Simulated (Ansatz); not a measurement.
**Cs2AgBiBr6 in Ansatz: the effect of functional**

The system is Cs2AgBiBr6.

```
Bi Cs Ag Br
1.0
     0.00000    5.61610    5.61610
     5.61610    0.00000    5.61610
     5.61610    5.61610    0.00000
Bi Cs Ag Br
1 2 1 6
Direct
  0.00000 0.00000 0.00000
  0.75000 0.75000 0.75000
  0.25000 0.25000 0.25000
  0.50000 0.50000 0.50000
  0.74945 0.74945 0.25055
  0.25055 0.25055 0.74945
  0.74945 0.25055 0.25055
  0.74945 0.25055 0.74945
  0.25055 0.74945 0.74945
  0.25055 0.74945 0.25055
```

Alike in all runs:

```yaml
Program: Ansatz 0.2.0
Task: projected density of states
Potentials_or_basis: Ansatz PAW
k_mesh: 4 × 4 × 4
Occupations: fermi-dirac, width 0.05 eV
Spin: no spin polarisation
```

```csv
functional,cutoff,gap on the mesh (eV),pressure (GPa),largest force (eV/Å)
LDA,420 eV (not typed: the program's choice for these potentials),1.10,-1.5,0.33
PBEsol,420 eV (not typed: the program's choice for these potentials),?,?,?
RPBE,420 eV (not typed: the program's choice for these potentials),1.34,3.5,0.25
revPBE,420 eV (not typed: the program's choice for these potentials),1.32,3.1,0.26
BLYP,420 eV (not typed: the program's choice for these potentials),1.29,3.7,0.34
r2SCAN,500 eV (not typed: the program's choice for these potentials),1.67,1.0,0.24
```

Problem. What does the run with functional PBEsol give?

Solution. gap on the mesh 1.17 eV; pressure 0.0 GPa; largest force 0.30 eV/Å.

Caveats: spin-orbit coupling is left out, which as a rule narrows the gap of such compounds by several tenths of an eV; the PAW data sets come from PBE, with cores solved anew for the run's functional, which leaves a small shift of forces and pressure; the density of states is complete only up to the lowest level of the last band computed.

A k mesh can miss the band edges.

Runs at the PBE level aren't shown here.
